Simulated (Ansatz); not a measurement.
Which metal conducts best in a thin wire?

Plane-wave DFT in Ansatz, PBEsol, scalar-relativistic PAW potentials, cutoff 420 eV, no spin-orbit coupling; no spin polarisation. Relaxed crystals; Boltzmann transport at 300 K with one relaxation time τ for all states, on bands interpolated from the mesh shown (Fermi–Dirac smearing 0.15 eV in the self-consistent run).

```tsv
metal	k mesh	σ/τ xx, yy, zz (10²⁰ Ω⁻¹ m⁻¹ s⁻¹)	N(E_F) (states eV⁻¹ nm⁻³, both spins)
Cu (Fm-3m)	20×20×20	16.84, 16.84, 16.84	26.4
Ti₈C₅ (R-3m)	6×6×6	0.77, 0.77, 0.74	23.8
Ru (P6_3/mmc)	18×18×10	14.94, 14.94, 18.74	58.6
TaC (Fm-3m)	16×16×16	14.07, 14.07, 14.07	28.2
```

**Question.** Get the Fermi velocity and ρλ of each, along its best-conducting axis, without knowing τ.

**Answer.** The trace of σ/τ is e²N(E_F)⟨v²⟩, which gives the root mean square velocity. With ρ = 1/((σ/τ)τ) and λ = vτ the time drops out: ρλ = v/(σ/τ).
```csv
metal,v (10⁵ m/s),ρλ (10⁻¹⁶ Ω m²)
Ru (P6_3/mmc),7.20,3.8
Cu (Fm-3m),10.93,6.5
TaC (Fm-3m),9.66,6.9
Ti₈C₅ (R-3m),2.45,31.7
```

ρλ measures the inverse of the Fermi surface's area in k space (1/(ρλ) = e²S_F/(12π³ħ) for an isotropic metal), not the velocity: slow d electrons on a large surface can match fast s electrons. Copper's value in the literature is about 6.7×10⁻¹⁶ Ω m².

**Question.** How much resistivity do surfaces and grain boundaries add in a square wire 10 nm wide, with diffuse surfaces, grains as wide as the wire and a reflection coefficient of 0.3?

**Answer.** In the common approximations to Fuchs–Sondheimer and Mayadas–Shatzkes, Δρ = ρλ [3(1 − p)/(4d) + 3R/(2D(1 − R))], with specularity p = 0, R = 0.3, and width d and grain size D both 10 nm, so Δρ = ρλ × 1.39×10⁸ m⁻¹: Ru (P6_3/mmc) 5.3 μΩ cm, Cu (Fm-3m) 9.0 μΩ cm, TaC (Fm-3m) 9.6 μΩ cm, Ti₈C₅ (R-3m) 44.2 μΩ cm. The rise is smallest in Ru (P6_3/mmc). The wire's resistivity is this plus the bulk value, which needs phonon and disorder scattering and wasn't computed, so a small ρλ is needed but not enough: a wire metal must also be stable, stay ordered and resist electromigration and oxidation. One τ for all states gives, as a rule, a lower ρλ than one λ would, by some tens of per cent where velocities vary over the Fermi surface, which flatters d metals against copper, and the values hang on the mesh; the best axis of an anisotropic metal needs oriented grains, and the mean velocity understates λ along it.

Spin-orbit coupling, left out, matters for the members with heavy elements.

Cost: about 75 core-minutes for the runs cited, on Intel Xeon 6975P-C (Granite Rapids), AMD EPYC 9R45 (Zen 5) (shared hosts).